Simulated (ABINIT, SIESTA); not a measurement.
This is a calculation of SnSe2 for SIESTA 5.4.2. Atoms were shifted at random by some hundredths of an Å from the given cell, which wasn't relaxed again for these runs. 

The input SnSe2.fdf:

```
SystemName                      SnSe2
SystemLabel                     SnSe2
NumberOfSpecies                 2
NumberOfAtoms                   3
%block ChemicalSpeciesLabel
  1  50 Sn
  2  34 Se
%endblock ChemicalSpeciesLabel

LatticeConstant                 1.0 Ang
%block LatticeVectors
     3.8110000000     0.0000000000     0.0000000000
    -1.9055000000     3.3004228138     0.0000000000
     0.0000000000     0.0000000000     6.1360000000
%endblock LatticeVectors
AtomicCoordinatesFormat         Fractional
%block AtomicCoordinatesAndAtomicSpecies
    -0.0030730000    -0.0040420000    -0.0018790000  1  Sn
     0.6689860000     0.3423530000     0.7494690000  2  Se
     0.3331800000     0.6684560000     0.2531690000  2  Se
%endblock AtomicCoordinatesAndAtomicSpecies

%block kgrid.MonkhorstPack
    8   0   0  0.0
    0   8   0  0.0
    0   0   5  0.0
%endblock kgrid.MonkhorstPack
XC.Functional                   GGA
XC.Authors                      PBEsol
PAO.BasisSize                   DZP
PAO.EnergyShift                 0.003 Ry
Mesh.Cutoff                     500 Ry
OccupationFunction              FD
ElectronicTemperature           0.05 eV
MaxSCFIterations                120
SCF.MustConverge                false
SCF.Mixer.Method                Pulay
SCF.Mixer.Weight                0.25
SCF.Mixer.History               8
SCF.DM.Tolerance                5.0e-05
SCF.H.Tolerance                 1.0e-03 eV
WriteForces                     true
Charge.Mulliken                 end
%block PAO.Basis
  Sn 4
  n=5 0 2
    6.406 0.000
  n=5 1 2
    8.599 0.000
  n=4 2 2
    3.767 0.000
  n=5 2 1
    8.599
  Se 4
  n=4 0 2
    5.129 0.000
  n=4 1 2
    6.708 0.000
  n=3 2 2
    2.662 0.000
  n=4 2 1
    6.708
%endblock PAO.Basis
```

Potentials or basis: PseudoDojo 0.4 standard (PBEsol files), converted to PSML, two zetas on semicore shells, DZP (energy shift 0.003 Ry; two zetas on semicore shells).

Launch:

```console
$ siesta < SnSe2.fdf > SnSe2.out 2>&1
```

Task: What does the same run look like in ABINIT 10.8.3 (patched build)? Potentials or basis there: PseudoDojo NC SR PBEsol v0.4.1 standard, cutoff 1170 eV.

Result: As run (cutoffs and basis follow the program's own potentials, and thresholds, step limits or extra output files can differ):

run.abi

```
pp_dirpath "./"
pseudos "Sn.upf, Se.upf"

acell 3*1.0
rprim
     7.2017462609     0.0000000000     0.0000000000
    -3.6008731305     6.2368952135     0.0000000000
     0.0000000000     0.0000000000    11.5953595007
ntypat 2
znucl 50 34
natom 3
typat 1 2 2
xred
    -0.0030730000    -0.0040420000    -0.0018790000
     0.6689860000     0.3423530000     0.7494690000
     0.3331800000     0.6684560000     0.2531690000
chkprim 0
chksymtnons 0
tolsym 1.0e-6

ecut 1170.089609 eV

kptopt 1
ngkpt 8 8 5
nshiftk 1
shiftk 0.0 0.0 0.0

ixc -116133

nband 28
occopt 3
tsmear 0.05 eV

nstep 100
tolvrs 1.0e-10

iomode 3
prtwf 0
prtden 0
prteig 0
prtebands 0
enunit 2
```

Potentials or basis: PseudoDojo NC SR PBEsol v0.4.1 standard.

Run with:

```console
$ mpirun --bind-to none -np 4 abinit run.abi > log 2>&1
```

Both were run:

|  | SIESTA | ABINIT |
| --- | --- | --- |
| Pressure | 4.2 GPa | 2.1 GPa |

The undisturbed cell isn't at this level's minimum, so the move can lower the energy.

Pressure is positive in compression.
